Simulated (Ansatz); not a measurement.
# AgBr: the cost of one run

Program: Ansatz 0.2.0. Level of theory: DFT PBEsol, scalar-relativistic, plane waves, PAW. These are calculated values, not measurements.

The COD entry's cell or inner coordinates are ideal or old and differ from later refinements, so a difference from it is no clean test against experiment.

1 further run of the same task is left out (set aside as unsound or not needed).

**1. Starting point**

Symmetry: Fm-3m, No. 225, cubic system. The conventional cell has a = 5.843 Å, b = 5.843 Å, c = 5.843 Å, α = 90.00°, β = 90.00°, γ = 90.00°. Ag (site symmetry m-3m) has 6 Br at 2.92 Å as nearest neighbours. Around Br (site symmetry m-3m) lie 6 Ag at 2.92 Å.

Coordinates:

```
Ag Br
1.0
     0.00000    2.92166    2.92166
     2.92166    0.00000    2.92166
     2.92166    2.92166    0.00000
Ag Br
1 1
Cartesian
  0.0000 0.0000 0.0000
  2.9217 2.9217 2.9217
```

It is the result of an earlier relaxation at this level (volume 24.94 Å³/atom; gap on the mesh: 0.69 eV).

**2. Relaxing with PBEsol**

The input, input.yaml:

```yaml
crystal:
  lattice:
    - [0.0, 2.9216612848, 2.9216612848]
    - [2.9216612848, 0.0, 2.9216612848]
    - [2.9216612848, 2.9216612848, 0.0]
  atoms:
    - { symbol: Ag, position: [0.0, 0.0, 0.0] }
    - { symbol: Br, position: [0.5, 0.5, 0.5] }
basis:
  ecutwfc: 420
kpoints:
  mp_grid: { grid: [8, 8, 8] }
hamiltonian:
  xc: pbesol
scf:
  occupations: { method: gaussian, width: 0.02 }
output:
  forces: true
  stress: true
  eigenvalues: true
relax:
  adjacent_minimum: "off"
  f_tol: 0.005
  max_steps: 50
  cell: { stress_tol: 0.05 }
```

Command:

```
$ ansatz run input.yaml --threads 1 --pin off --max-ram 2560MiB --backend cpu --events-out ev --progress --plain --runs-dir out
```

What time and memory should one allow on 1 thread of AMD EPYC (Zen 3), shared host?

About 15 s, with a peak of 0.35 GiB.
